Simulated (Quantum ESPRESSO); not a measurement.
Runs of Quantum ESPRESSO 7.5 on Sn. Symmetry: Immm, No. 71, orthorhombic system. The conventional cell has a = 3.453 Å, b = 3.551 Å, c = 4.677 Å, α = 90.00°, β = 90.00°, γ = 90.00°. Sn (site symmetry mmm) is surrounded by 12 Sn at 3.41 to 3.55 Å. This isn't the form of Sn at room conditions, which is tetragonal (white tin).

```csv
level,SCF threshold,symmetry,form of the LDA correlation,gap on the mesh (eV),pressure (GPa)
PBE,2e-10 Ry,-,-,none,-1.0
revTPSS,1e-08 Ry,off,-,none,-4.0
TASK,1e-08 Ry,off,-,none,-0.2
LDA,2e-10 Ry,-,PZ81,none,-5.6
r2SCAN,1e-08 Ry,off,-,none,(a)
AM05,2e-10 Ry,-,-,none,-3.6
vdW-DF-cx,2e-10 Ry,-,-,none,(b)
PBEsol,2e-10 Ry,-,-,none,-3.7
RPBE,2e-10 Ry,-,-,none,0.9
SCAN,1e-08 Ry,off,-,none,-3.8
```

Alike in all rows: task band structure; potentials or basis SG15 PBE 1.2; no spin polarisation; cell as given; k mesh 11 × 11 × 11; cutoff (eV) 952; smearing fermi-dirac 0.05 eV.

Estimate the missing entries.

(a) -3.2; (b) -3.4.

Caveats: spin-orbit coupling is left out, which moves the levels of the heavy elements; the potentials were made for another functional, which shifts forces and pressure (some runs).

A k mesh can miss the band edges, and the runs leave out spin-orbit coupling on Sn.

A gap of «none» marks a metal or a gap under the smearing width.
